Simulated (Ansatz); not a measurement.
Molecular dynamics on a 2×2×2 supercell (16 atoms) of BeTe (rocksalt), relaxed with r2SCAN. Forces come from r2SCAN in the PAW code Ansatz: Langevin thermostat and barostat (NPT), 1700 K, steps of 2 fs. Classical nuclei, no spin polarisation; a few dozen steps show the first response, not equilibrium. The structure comes from a prototype and may be hypothetical.

```yaml
crystal:
  lattice:
    - [0.0, 5.3664597543, 5.3664597543]
    - [5.3664597543, 0.0, 5.3664597543]
    - [5.3664597543, 5.3664597543, 0.0]
  atoms:
    - { symbol: Be, position: [0.0, 0.0, 0.0] }
    - { symbol: Te, position: [0.25, 0.25, 0.25] }
    - { symbol: Be, position: [0.0, 0.0, 0.5] }
    - { symbol: Te, position: [0.25, 0.25, 0.75] }
    - { symbol: Be, position: [0.0, 0.5, 0.0] }
    - { symbol: Te, position: [0.25, 0.75, 0.25] }
    - { symbol: Be, position: [0.0, 0.5, 0.5] }
    - { symbol: Te, position: [0.25, 0.75, 0.75] }
    - { symbol: Be, position: [0.5, 0.0, 0.0] }
    - { symbol: Te, position: [0.75, 0.25, 0.25] }
    - { symbol: Be, position: [0.5, 0.0, 0.5] }
    - { symbol: Te, position: [0.75, 0.25, 0.75] }
    - { symbol: Be, position: [0.5, 0.5, 0.0] }
    - { symbol: Te, position: [0.75, 0.75, 0.25] }
    - { symbol: Be, position: [0.5, 0.5, 0.5] }
    - { symbol: Te, position: [0.75, 0.75, 0.75] }
kpoints:
  mp_grid: { grid: [2, 2, 2] }
hamiltonian:
  xc: r2scan
scf:
  occupations: { method: fermi_dirac, width: 0.146 }
md:
  ensemble: npt_langevin
  temperature: 1700
  timestep: 2.0
  n_steps: 20
  initial_velocities: maxwell_boltzmann
  seed: 7658
```

Run as `ansatz run input.yaml --threads 4 --pin off --max-ram 3686MiB --backend cpu --events-out ev --progress --plain --runs-dir out`. It took 3.2 min on 4 threads of Arm Neoverse V2, on a shared host, load about 0.4 per core; peak host memory 2 GiB.

```csv
step,t (fs),T (K),free energy F from step 0 (meV/atom),kinetic energy (meV/atom),pressure (GPa),volume (Å³/atom),largest force (eV/Å)
0,0,1594,0.0,206.0,2.67,19.32,0.00
1,2,1530,0.3,197.8,2.69,19.32,0.10
2,4,1656,1.3,214.0,2.92,19.32,0.19
3,6,1664,3.2,215.1,3.15,19.32,0.32
4,8,1494,6.4,193.2,3.35,19.32,0.46
5,10,1329,10.5,171.8,3.62,19.32,0.61
6,12,1323,15.5,171.0,4.04,19.33,0.79
7,14,1331,21.3,172.1,4.52,19.34,1.00
8,16,1456,28.1,188.2,5.14,19.35,1.27
9,18,1476,35.9,190.8,5.78,19.36,1.60
10,20,1397,43.1,180.5,6.34,19.37,1.89
11,22,1169,47.8,151.1,6.70,19.39,2.04
12,24,1220,49.5,157.7,7.16,19.41,2.06
13,26,1304,50.3,168.6,7.60,19.43,2.04
14,28,1431,49.7,184.9,8.03,19.45,1.93
15,30,1561,47.7,201.8,8.40,19.49,1.92
16,32,1394,45.6,180.1,8.51,19.52,2.05
17,34,1470,42.4,190.0,8.71,19.56,2.11
18,36,1489,38.0,192.4,8.78,19.61,2.28
19,38,1579,30.6,204.1,8.79,19.66,2.48
20,40,1838,21.1,237.5,8.84,19.73,2.51
```

The temperature starts at 1594 K, is lowest at step 11 (1169 K, 22 fs) and ends at 1838 K.

Positions (Å) and forces (eV/Å) at step 20:
```
cell (Å): 0.000 5.404 5.404; 5.404 0.000 5.404; 5.404 5.404 0.000
Be  -0.004   0.488   0.205    -0.206  -0.589  -0.015
Te   2.696   2.695   2.727     0.215  -1.157   0.518
Be   2.339   2.368  -0.260     0.554   0.791   0.135
Te   5.238   5.480   2.547     0.539   0.464   0.101
Be   3.175  -0.276   1.969    -0.474  -0.413   1.373
Te   5.446   2.789   5.370    -0.660   0.630  -0.528
Be   5.318   2.846   2.804    -0.326   0.342   0.144
Te   7.967   5.248   5.395    -1.066   0.977  -2.048
Be  -0.349   2.672   3.132     0.092  -0.052   0.100
Te   2.686   5.444   5.244     0.206   0.111  -0.858
Be   3.142   4.754   1.946     0.540  -0.199   1.725
Te   5.568   8.058   5.470     0.296  -0.184   0.286
Be   2.910   2.636   5.497    -0.825  -0.711  -0.531
Te   5.229   5.301   8.348     0.561  -0.257   0.212
Be   5.253   5.803   6.022     0.469  -0.138  -0.252
Te   8.040   8.189   8.004     0.084   0.386  -0.361
```
